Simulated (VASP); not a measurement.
# SnTe (Fm-3m) in VASP: settings compared

Aim: see how the results for SnTe move with the level of theory and the settings. Levels: PBE0, PBE. Tasks: single point.

Everything below comes from runs of VASP 6.6.1. Logs are shortened: lines on timing, memory, paths and dates and some standing lists are left out, and cuts for length are marked.

**Measured values to compare with.**

From a printed reference work, textbook, for a bulk crystal of SnTe at 300 K: band gap 0.18 eV (direct).

The results are compared with them further down.

## 1. The cell of the first run

Symmetry: Fm-3m, No. 225, cubic system. Conventional cell: a = 6.379 Å, b = 6.379 Å, c = 6.379 Å, α = 90.00°, β = 90.00°, γ = 90.00°. Sn (site symmetry m-3m) has 6 Te at 3.19 Å within 4.2 Å. Within 4.2 Å of Te (site symmetry m-3m) lie 6 Sn at 3.19 Å.

## 2. Single point, PBE0

POSCAR reads:

```
SnTe
1.0
    0.0000000000      3.1893545730      3.1893545730
    3.1893545730      0.0000000000      3.1893545730
    3.1893545730      3.1893545730      0.0000000000
Sn Te
1 1
Direct
    0.0000000000      0.0000000000      0.0000000000
    0.5000000000      0.5000000000      0.5000000000
```

INCAR.step1 reads:

```
PREC = Accurate
ENCUT = 400
EDIFF = 1E-5
ISMEAR = 0
SIGMA = 0.01
LREAL = False
LASPH = True
NELM = 120
ALGO = Normal
ISIF = 2
LWAVE = True
LCHARG = False
NBANDS = 17
GGA = PE
GGA_COMPAT = False
```

INCAR.step2 reads:

```
PREC = Accurate
ENCUT = 400
EDIFF = 1E-6
ISMEAR = 0
SIGMA = 0.01
LREAL = False
LASPH = True
NELM = 120
ALGO = Normal
ISIF = 2
LWAVE = False
LCHARG = False
GGA = PE
LHFCALC = True
AEXX = 0.25
PRECFOCK = Normal
NBANDS = 17
ISTART = 1
GGA_COMPAT = False
```

KPOINTS reads:

```
Automatic mesh
0
Gamma
  6 6 6
```

Potentials or basis: VASP PAW PBE potentials, release 64 (Sn_d, Te).

Run with:

```
$ cat potpaw_PBE.64/Sn_d/POTCAR potpaw_PBE.64/Te/POTCAR > POTCAR
$ cp INCAR.step1 INCAR
$ mpirun -np 1 vasp_std > vasp.out
$ cp INCAR.step2 INCAR
$ mpirun -np 1 vasp_std > vasp.out
```

OUTCAR:

```text
PREC = Accurate
   ENCUT = 400
   EDIFF = 1E-6
   ISMEAR = 0
   LREAL = False
   LASPH = True
   NELM = 120
   ISIF = 2
   GGA = PE
   LHFCALC = True
   AEXX = 0.25
   PRECFOCK = Normal
   ISTART = 1

 ion  position               nearest neighbor table
   1  0.000  0.000  0.000-   2 3.19   2 3.19   2 3.19   2 3.19   2 3.19   2 3.19
   2  0.500  0.500  0.500-   1 3.19   1 3.19   1 3.19   1 3.19   1 3.19   1 3.19

  LATTYP: Found a face centered cubic cell.
 ALAT       =     6.3787091460

  Lattice vectors:

 A1 = (   0.0000000000,   3.1893545730,   3.1893545730)
 A2 = (   3.1893545730,   0.0000000000,   3.1893545730)
 A3 = (   3.1893545730,   3.1893545730,   0.0000000000)

Analysis of symmetry for initial positions (statically):
=====================================================================
 Subroutine PRICEL returns:
 Original cell was already a primitive cell.

 Routine SETGRP: Setting up the symmetry group for a
 face centered cubic supercell.

 Subroutine GETGRP returns: Found 48 space group operations
 (whereof 48 operations were pure point group operations)
 out of a pool of 48 trial point group operations.

The static configuration has the point symmetry O_h .

Analysis of symmetry for dynamics (positions and initial velocities):
=====================================================================
 Subroutine PRICEL returns:
 Original cell was already a primitive cell.

 Routine SETGRP: Setting up the symmetry group for a
 face centered cubic supercell.

 Subroutine GETGRP returns: Found 48 space group operations
 (whereof 48 operations were pure point group operations)
 out of a pool of 48 trial point group operations.

The dynamic configuration has the point symmetry O_h .

 Subroutine INISYM returns: Found 48 space group operations
 (whereof 48 operations are pure point group operations),
 and found     1 'primitive' translations

----------------------------------------------------------------------------------------

                                     Primitive cell

  volume of cell :      64.8841

  direct lattice vectors                    reciprocal lattice vectors
     0.000000000  3.189354573  3.189354573    -0.156771531  0.156771531  0.156771531
     3.189354573  0.000000000  3.189354573     0.156771531 -0.156771531  0.156771531
     3.189354573  3.189354573  0.000000000     0.156771531  0.156771531 -0.156771531

  length of vectors
     4.510428492  4.510428492  4.510428492     0.271536257  0.271536257  0.271536257

  position of ions in fractional coordinates (direct lattice)
     0.000000000  0.000000000  0.000000000
     0.500000000  0.500000000  0.500000000

  ion indices of the primitive-cell ions
   primitive index   ion index
                 1           1
                 2           2

----------------------------------------------------------------------------------------

 KPOINTS: Automatic mesh

Automatic generation of k-mesh.
 Grid dimensions read from file:
 generate k-points for:    6    6    6

 Generating k-lattice:

  Cartesian coordinates                     Fractional coordinates (reciprocal lattice)
    -0.026128589  0.026128589  0.026128589     0.166666667  0.000000000  0.000000000
     0.026128589 -0.026128589  0.026128589     0.000000000  0.166666667  0.000000000
     0.026128589  0.026128589 -0.026128589     0.000000000  0.000000000  0.166666667

  Length of vectors
     0.045256043  0.045256043  0.045256043

  Shift w.r.t. Gamma in fractional coordinates (k-lattice)
     0.000000000  0.000000000  0.000000000

 Subroutine IBZKPT returns following result:
 ===========================================

 Found     16 irreducible k-points:

 Following reciprocal coordinates:
            Coordinates               Weight
  0.000000  0.000000  0.000000      1.000000
  0.166667  0.000000  0.000000      8.000000
  0.333333  0.000000  0.000000      8.000000
  0.500000  0.000000  0.000000      4.000000
  0.166667  0.166667  0.000000      6.000000
  0.333333  0.166667  0.000000     24.000000
[... 8 lines left out ...]
 -0.333333  0.333333  0.166667     24.000000
 -0.333333  0.500000  0.166667     12.000000
   k-points           NKPTS =     16   k-points in BZ     NKDIM =    216   number of bands    NBANDS=     17
   number of dos      NEDOS =    301   number of ions     NIONS =      2
   total plane-waves  NPLWV =  27000
   dimension x,y,z NGX =    30 NGY =   30 NGZ =   30
   dimension x,y,z NGXF=    60 NGYF=   60 NGZF=   60
   ions per type =               1   1
   NGX,Y,Z   is equivalent  to a cutoff of  11.06, 11.06, 11.06 a.u.
   NGXF,Y,Z  is equivalent  to a cutoff of  22.11, 22.11, 22.11 a.u.
 SYSTEM =  unknown system
   PREC   = accura    normal or accurate (medium, high low for compatibility)
   ISTART =      1    job   : 0-new  1-cont  2-samecut
   ICHARG =      0    charge: 1-file 2-atom 10-const
   ISPIN  =      1    spin polarized calculation?
   LNONCOLLINEAR =      F non collinear calculations
   LSORBIT =      F    spin-orbit coupling
   LASPH  =      T    aspherical Exc in radial PAW
   ENCUT  =  400.0 eV  29.40 Ry    5.42 a.u.   7.36  7.36  7.36*2*pi/ulx,y,z
   NELM   =    120;   NELMIN=  2; NELMDL=  0     # of ELM steps
   EDIFF  = 0.1E-05   stopping-criterion for ELM
   LREAL  =      F    real-space projection
   EDIFFG = 0.1E-04   stopping-criterion for IOM
   NSW    =      0    number of steps for IOM
   IBRION =     -1    ionic relax: 0-MD 1-quasi-New 2-CG
   NFREE  =      0    steps in history (QN), initial steepest desc. (CG)
   ISIF   =      2    stress and relaxation
   ISYM   =      3    0-nonsym 1-usesym 2-fastsym
   POTIM  = 0.5000    time-step for ionic-motion
   TEBEG  =    0.0;   TEEND  =   0.0 temperature during run
   PSTRESS=    0.0 pullay stress
   NELECT =      20.0000    total number of electrons
   NUPDOWN=      -1.0000    fix difference up-down
   EMIN   =  10.00;   EMAX   =-10.00  energy-range for DOS
   EFERMI =   0.00;   METHOD = LEGACY
   ISMEAR =     0;   SIGMA  =   0.01  broadening in eV -4-tet -1-fermi 0-gaus
   EFERMI_NEDOS =   21; number of points for ismear=-14 and -15
   IALGO  =     38    algorithm
   IMIX   =      1    mixing-type and parameters
     AMIX     =   0.40;   BMIX     =  1.00
     AMIX_MAG =   1.60;   BMIX_MAG =  1.00
  volume/ion in A,a.u.               =      32.44       218.93
  Fermi-wavevector in a.u.,A,eV,Ry     =   1.105873  2.089797 16.639322  1.222956
  Thomas-Fermi vector in A             =   2.242366
   LORBIT       =      0    0 simple, 1 ext, 2 COOP (PROOUT), +10 PAW based schemes
   GGA     = PE    functional components
   LHFCALC =     T    Hartree Fock is set to
   PRECFOCK=normal    Normal, Fast or Accurate (Low or Medium for compatibility)
   ENCUT4O =  -1.0   cutoff for four orbital integrals eV
   NKREDX  =     1    reduce k-point grid by
   NKREDY  =     1    reduce k-point grid by
   NKREDZ  =     1    reduce k-point grid by
   AEXX    =    0.2500 exact exchange contribution
   HFSCREEN=    0.0000 screening length (either q_TF or 0.3 A-1)
   HFSCREENC=   0.0000 screening length for correlation (either q_TF or 0.3 A-1)
   ENCUTFOCK=  -1.0 apply spherical cutoff to Coloumb kernel
   IVDW    =     0    specifies the selected vdW correction
   LEPSILON=     F    determine dielectric tensor
   LRPA    =     F    only Hartree local field effects (RPA)
 non-spin polarized calculation
 Gauss-broadening in eV      SIGMA  =   0.01
  energy-cutoff  :      400.00
  volume of cell :       64.88
 maximum number of plane-waves:      1243
 NGX is ok and might be reduce to    30
  NGX = 24; NGY = 24; NGZ = 24

 number of electron      19.9999985 magnetization

 Free energy of the ion-electron system (eV)
  ---------------------------------------------------
  ext. energy  EPLUGINS =         0.00000000
  ---------------------------------------------------
  free energy    TOTEN  =       -10.00715416 eV

  energy without entropy =      -10.00715416  energy(sigma->0) =      -10.00715416

 E-fermi :   6.3120     XC(G=0):  -7.4005

 val. band max:        6.1538102497   @ k =   0.5000   0.0000   0.0000
 cond. band min:       6.8923549899   @ k =   0.5000   0.0000   0.0000
 fundamental gap:      0.7385447403
 Fermi energy:         6.3119826500

 k-point     1 :       0.0000    0.0000    0.0000
  band No.  band energies     occupation
      1     -18.3180      2.00000
      2     -18.3180      2.00000
      3     -18.3080      2.00000
      4     -18.3080      2.00000
      5     -18.3080      2.00000
      6      -7.9819      2.00000
[... 9 lines left out ...]
     16      11.9828      0.00000
     17      14.1174      0.00000

 k-point     2 :       0.1667    0.0000    0.0000
  band No.  band energies     occupation
      1     -18.3191      2.00000
      2     -18.3191      2.00000
      3     -18.3076      2.00000
      4     -18.3067      2.00000
      5     -18.3067      2.00000
      6      -7.7350      2.00000
[... 9 lines left out ...]
     16      12.5738      0.00000
     17      15.7826      0.00000

 k-point     3 :       0.3333    0.0000    0.0000
  band No.  band energies     occupation
      1     -18.3218      2.00000
      2     -18.3218      2.00000
      3     -18.3070      2.00000
      4     -18.3038      2.00000
      5     -18.3038      2.00000
      6      -7.0921      2.00000
[... 9 lines left out ...]
     16      14.1707      0.00000
     17      18.0121      0.00000

 k-point     4 :       0.5000    0.0000    0.0000
  band No.  band energies     occupation
      1     -18.3232      2.00000
      2     -18.3232      2.00000
      3     -18.3068      2.00000
      4     -18.3023      2.00000
      5     -18.3023      2.00000
      6      -6.6144      2.00000
[... 9 lines left out ...]
     16      16.2680      0.00000
     17      16.2680      0.00000
[... 183 lines left out ...]
      1     -18.3272      2.00000
      2     -18.3185      2.00000
      3     -18.3077      2.00000
      4     -18.3026      2.00000
      5     -18.3013      2.00000
      6      -6.6423      2.00000
[... 9 lines left out ...]
     16      15.7640      0.00000
     17      16.3721      0.00000

 k-point    15 :      -0.3333    0.3333    0.1667
  band No.  band energies     occupation
      1     -18.3274      2.00000
      2     -18.3198      2.00000
      3     -18.3053      2.00000
      4     -18.3045      2.00000
      5     -18.3001      2.00000
      6      -6.3185      2.00000
[... 9 lines left out ...]
     16      17.3145      0.00000
     17      17.4062      0.00000

 k-point    16 :      -0.3333    0.5000    0.1667
  band No.  band energies     occupation
      1     -18.3304      2.00000
      2     -18.3173      2.00000
      3     -18.3083      2.00000
      4     -18.3021      2.00000
      5     -18.2989      2.00000
      6      -6.2319      2.00000
[... 9 lines left out ...]
     16      17.3891      0.00000
     17      18.7019      0.00000

------------------------ aborting loop because EDIFF is reached ----------------------------------------

  FORCE on cell =-STRESS in cart. coord.  units (eV):
  Direction    XX          YY          ZZ          XY          YZ          ZX
  --------------------------------------------------------------------------------------
  -------------------------------------------------------------------------------------
  Total       -0.1916167     -0.1916167     -0.1916167      0.0000000      0.0000000      0.0000000
  in kB       -4.7315728     -4.7315728     -4.7315728      0.0000000      0.0000000      0.0000000
  external PRESSURE =      -4.7315728 kB  Pullay stress =       0.0000000 kB

 VOLUME and BASIS-vectors are now :
 -----------------------------------------------------------------------------
  energy-cutoff  :      400.00
  volume of cell :       64.88
      direct lattice vectors                 reciprocal lattice vectors
     0.000000000  3.189354573  3.189354573    -0.156771531  0.156771531  0.156771531
     3.189354573  0.000000000  3.189354573     0.156771531 -0.156771531  0.156771531
     3.189354573  3.189354573  0.000000000     0.156771531  0.156771531 -0.156771531

 POSITION                                       TOTAL-FORCE (eV/Angst)
 -----------------------------------------------------------------------------------
      0.00000      0.00000      0.00000         0.000000      0.000000      0.000000
      3.18935      3.18935      3.18935        -0.000000     -0.000000     -0.000000
 -----------------------------------------------------------------------------------
    total drift:                               -0.000000     -0.000000      0.000000

  FREE ENERGIE OF THE ION-ELECTRON SYSTEM (eV)
  ---------------------------------------------------
  free  energy   TOTEN  =       -10.0071541569 eV

  energy  without entropy=      -10.0071541569  energy(sigma->0) =      -10.00715416
```

It took 40 min on 1 thread of Intel Xeon Platinum 8259CL at 2.50GHz (Skylake/Cascade Lake), shared host; peak memory 0.19 GiB.

What came out:

| Item | Value |
| --- | --- |
| Free energy | -10.0072 eV |
| Pressure | -0.5 GPa |
| Band gap on the k mesh | 0.74 eV |

Levels at points of the mesh, in eV from the valence-band top:
| k point | band 8 | band 9 | band 10 | band 11 | band 12 | band 13 |
| --- | --- | --- | --- | --- | --- | --- |
| (0.00, 0.00, 0.00) | -2.54 | -2.54 | -2.54 | 4.43 | 4.43 | 4.43 |
| (0.50, 0.00, 0.00) | -2.16 | -2.16 | 0.00 | 0.74 | 1.14 | 1.14 |
| (0.50, 0.50, 0.00) | -6.26 | -4.26 | -4.26 | 3.14 | 6.06 | 6.06 |

Caveat: the PAW data sets were made with another functional, which shifts forces and pressure a little; spin-orbit coupling is left out, which moves the levels of the heavy elements.

(Part 1 of 2 ends here.)
